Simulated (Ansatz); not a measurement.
Crystal: Pt.

```
Pt
1.0
    -1.58422    1.58422    1.58422
     1.58422   -1.58422    1.58422
     1.58422    1.58422   -1.58422
Pt
1
Direct
  0.00000 0.00000 0.00000
```

This isn't the form of Pt at room conditions, which is fcc.

* Program: Ansatz 0.2.0
* Task: relaxation of cell and atoms
* Functional: PBEsol
* Dispersion: D4
* Potentials or basis: Ansatz PAW
* Cutoff: 420 eV (not typed: the program's choice for these potentials)
* k mesh: 12 × 12 × 12
* Occupations: fermi-dirac, width 0.05 eV
* Spin: no spin polarisation

At the start: volume 15.90 Å³/atom.

**Question.** How do energy, volume and symmetry change on relaxing?

**Answer.** It ends after 6 steps and the volume is 14.97 Å³/atom (-5.9 %); space group Im-3m (No. 229, to 0.05 Å).

The path:
```tsv
step	energy change (eV)	largest force (eV/Å)	volume (Å³)
1	0.0000	0.0000	15.90
2	-0.0458	0.0000	15.13
3	-0.0475	0.0000	14.96
4	-0.0471	0.0000	14.96
5	-0.0471	0.0000	14.97
6	-0.0471	0.0000	14.97
```

Final structure:
```yaml
crystal:
  lattice:
    - [-1.55250, 1.55250, 1.55250]
    - [1.55250, -1.55250, 1.55250]
    - [1.55250, 1.55250, -1.55250]
  atoms:
    - { symbol: Pt, position: [0.00000, 0.00000, 0.00000] }
```

Caveat: the plane-wave basis is chosen anew once the cell has moved, so the energies of steps on either side of that aren't comparable; pairwise dispersion overbinds metals, which lowers pressure and volume; the PAW data sets come from PBE, with cores solved anew for the run's functional, which leaves a small shift of forces and pressure.
